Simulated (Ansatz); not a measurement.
# Ti and the effect of the strain (εzz = s)

```
Ti
1.0
     2.95000    0.00000    0.00000
    -1.47500    2.55477    0.00000
     0.00000    0.00000    4.68000
Ti
2
Direct
  0.66667 0.33333 0.75000
  0.33333 0.66667 0.25000
```

Kept alike: task single point; functional PBE; k mesh 9 × 9 × 5; occupations fermi-dirac, width 0.05 eV; no spin polarisation. Program: Ansatz, Ansatz PAW, cutoff 420 eV. The mesh is that of the run's cell of 2 atoms. No spin-orbit coupling.

| s | free energy over the lowest row (meV/atom) |
| --- | --- |
| -0.04 | 10.60 |
| -0.02 | 1.11 |
| -0.01 | 0.00 |
| 0 | 1.17 |
| 0.01 | 4.43 |
| 0.02 | 9.54 |
| 0.04 | 24.52 |

The cell shown is the unstrained one; x, y and z are its Cartesian axes; atoms keep their fractions. For a metal such a mesh leaves the last digits unconverged.

Question: What does the strain (εzz = s) change here?

Answer: The free energy is lowest at -0.01, and 24.52 meV an atom higher at 0.04.
